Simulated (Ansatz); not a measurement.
Crystal: WC.

```xyz
2
Lattice="0.0000 2.1927 2.1927 2.1927 0.0000 2.1927 2.1927 2.1927 0.0000" Properties=species:S:1:pos:R:3 pbc="T T T"
W     0.0000    0.0000    0.0000
C     2.1927    2.1927    2.1927
```

Measurements of this composition are mostly on another form, of space group No. 187.

A run of Ansatz 0.2.0 on this cell left the log below. Logs are shortened: lines on timing, memory, paths and dates and some standing lists are left out, and cuts for length are marked.

```text
Warning: RAYON_NUM_THREADS=1 ignored (pool sized by the plan → 1); use --threads N
The last accepted step is kept in <dir> (removed where the run ends without a failure and the disk answers)
LAPW: plane waves up to 9.719 Å⁻¹, error target 1.0e-3 eV per atom; small_component_spin mean_spin; C in spheres of 0.870 Å, 6 of its electrons in bands, Dirac shells []; W in spheres of 1.257 Å, 44 of its electrons in bands, Dirac shells [] (how accurate: hamiltonian.pseudopotentials.lapw.basis_error, Limitations)
Engine: ansatz 0.2.0, aarch64-unknown-linux-gnu
Pseudopotentials: kind: all_electron
Pseudopotential: W, LAPW, valence charge 44, lapw/all_electron/scalar/gaussian/W, Koelling and Harmon's equation, gaussian nucleus
Pseudopotential: C, LAPW, valence charge 6, lapw/all_electron/scalar/gaussian/C, Koelling and Harmon's equation, gaussian nucleus
Functional definition: PBEsol
  exchange = pbesol_x
  correlation = pbesol_c
Crystal: 2 atoms, lattice volume = 21.084 Å³
Basis set: ecut = 359.8734377152452 eV, 331 PW (Γ), exchange–correlation at level 2
Bands: 30, of which v1, the nominal top of the filled ones, is band 25 counted from 1 (24 counted from 0)
Symmetry: 48 space group operations
Space group: Fm-3m (ITA 225), of the structure as read, at distance tolerance 2.8e-5 Å
k-points: 47 of 1000
Non-local potential: W, projectors of the file, none
Non-local potential: C, projectors of the file, none
Initial density: superposition of atomic densities (chi_scale 0.1, normalization cell, long waves kept (reshape's long-wave potential 0.00 eV rms))
Initial wavefunctions: plane waves of lowest kinetic energy (no species holds an atomic orbital)
Functional: x = pbesol(κ = 0.804, μ = 0.12345679012345678), c = pbesol(β = 0.046)
iter 1 solved again at ethr=1.02e-2 eV; its pass at ethr=1.00e-1 eV (dr2=5.10e0 eV) is discarded
SCF iter   1: F=—  HF=-440107.954555 eV  |F-HF|=—  |Δ(HF+E_count)|=         —  Δρ=1.38e-1  dr2=5.10e0  ethr=1.02e-2  ⟨swp⟩=2.0  Hψ=8686  notcnv=0
[... 60 lines left out ...]
SCF 5 converged in 2 iterations: F = -440106.135591 eV  dr2 = 5.93e-8
relax step   5: F+E_penalty+E_count = -440106.13559100 eV  Δ(F+E_penalty+E_count) = +9.888e-4 eV  max|allowed force component| = 9.203e-30 eV/Å  Δτ_max = 0.0000 Å  P = +20.001 GPa  Ω = 19.571 Å³  (2 SCF iters, accepted)
iter 1 solved again at ethr=1.13e-10 eV; its pass at ethr=1.00e-1 eV (dr2=5.64e-8 eV) is discarded
SCF iter   1: F=—  HF=-440106.135590 eV  |F-HF|=—  |Δ(HF+E_count)|=         —  Δρ=1.76e-5  dr2=5.65e-8  ethr=1.13e-10  ⟨swp⟩=3.8  Hψ=6843  notcnv=0
SCF iter   2: F=-440106.135590 eV  HF=-440106.135590 eV  |F-HF|=1.85e-8  |Δ(HF+E_count)|=   5.46e-8  Δρ=1.28e-5  dr2=3.31e-8  ethr=1.13e-10  ⟨swp⟩=2.0  Hψ=4065  notcnv=0
SCF 6 converged in 2 iterations: F = -440106.135590 eV  dr2 = 3.31e-8
relax step   6: F+E_penalty+E_count = -440106.13559008 eV  Δ(F+E_penalty+E_count) = +9.232e-7 eV  max|allowed force component| = 6.837e-30 eV/Å  Δτ_max = 0.0000 Å  P = +20.001 GPa  Ω = 19.571 Å³  stress off target by 6.50e-4 GPa  SCF on the basis re-selected at this cell (its energy is not comparable with the rows above)  (2 SCF iters)
basis re-selected at this cell: Δ(F+E_penalty+E_count) = +9.232e-7 eV, ΔP = -0.000 GPa vs the last step (what re-selecting the basis moved, after the strain that the cell walked since its last selection, with what the two solves' SCF thresholds leave and, on support functions, any second-order correction that the steps lacked; it is no measure of the basis error at this ecutwfc). This SCF's stress stands 6.50e-4 GPa from its target on what of the cell is left free (relax.cell.stress_tol is 5.00e-2 GPa) and its largest allowed force component is 6.84e-30 eV/Å (relax.f_tol is 2.00e-2 eV/Å): within both
SCF converged after 2 iterations
Free energy (F): -440106.135590 eV
Harris-Foulkes:  -440106.135590 eV  (|F-HF|=1.85e-8)
Internal energy: -440106.129682 eV  (E = F + TS)
E sigma→0 (E₀):  -440106.132636 eV
Entropy (-TS):   -0.005908 eV (-2.954 meV/atom)
Fermi energy:    28.943945 eV
--- Per-component energies (eV) ---
  E_band       = -4807.934427
  E_kinetic    = 492731.268611
  E_xc         = -8849.281096
  E_electrostatic = -923988.117197  (all electrons and nuclei)
  E_smearing   = -0.005908  (= −TS)
  E_closure    = 0.000000  (closes the sum)
  E_atoms      = -440084.679543  (free atoms, spherical and without spin; not in F)
  Σ components = -440106.135590   (vs F -440106.135590, Δ=0.00e0)
  Basis errors (estimates in eV, not in F): energy 4.1e-4 per atom: plane waves 3.7e-4 (2.1e-4 summed), levels above the bands 6.4e-66, relativity 3.7e-8, radial functions 3.8e-5, core shells 8.0e-7; eigenvalues (radial functions only) 2.2e-6; not estimated: angular momenta, meshes, grids; target (lapw.basis_error) 1.0e-3; muffin-tin radii C 0.849 Å, W 1.226 Å
--- Forces (eV/Å), atoms counted from 1 ---
  atom   1  W     -0.00000000     0.00000000    -0.00000000
  atom   2  C      0.00000000    -0.00000000    -0.00000000
  max |Σ_I F_I| component: 6.57e-30 eV/Å
--- Stress (GPa, compression-positive) ---
       20.000650       0.000000      -0.000000
        0.000000      20.000650       0.000000
       -0.000000       0.000000      20.000650
  P = ⅓ Tr σ = 20.0006 GPa (200.006 kbar)
--- Relaxed structure (5 steps of the walk, 5 accepted, 1 SCFs on fresh bases) ---
  F+E_penalty+E_count = -440106.13559008 eV   max|allowed force component| = 6.837e-30 eV/Å   (the final SCF, on the basis selected at the relaxed cell)
  cell:  # Å, volume = 19.5711 Å³
    - [1.2340382938171414e-35, 2.138921748950893, 2.138921748950893]
    - [2.138921748950893, 6.7473868962259294e-34, 2.138921748950893]
    - [2.138921748950893, 2.138921748950893, 5.095372032895586e-35]
  atoms:
    - { symbol: W, position: [-6.175853393132801e-36, 5.260912149705236e-36, 6.175853393132821e-36] }
    - { symbol: C, position: [0.49999999999999994, 0.49999999999999994, 0.49999999999999994] }
```

Q: Write the input and the command behind it.

A: Relaxation of cell and atoms with PBEsol, no spin polarisation. The files as run (others can give the same):

input.yaml
```yaml
crystal:
  lattice:
    - [0.0, 2.192684, 2.192684]
    - [2.192684, 0.0, 2.192684]
    - [2.192684, 2.192684, 0.0]
  atoms:
    - { symbol: W, position: [0.0, 0.0, 0.0] }
    - { symbol: C, position: [0.5, 0.5, 0.5] }
kpoints:
  mp_grid: { grid: [10, 10, 10] }
scf:
  occupations: { method: fermi_dirac, width: 0.05 }
hamiltonian:
  xc: pbesol
  pseudopotentials: { kind: all_electron, lapw: { basis_error: 0.001 } }
output:
  forces: true
  stress: true
relax:
  f_tol: 0.02
  max_steps: 60
  cell: { p_target: 20 }
```

Potentials or basis: all-electron LAPW, scalar-relativistic.
Command:
```bash
$ ansatz run input.yaml --threads 1 --pin off --max-ram 3072MiB --backend cpu --events-out ev --progress --plain --runs-dir out
```
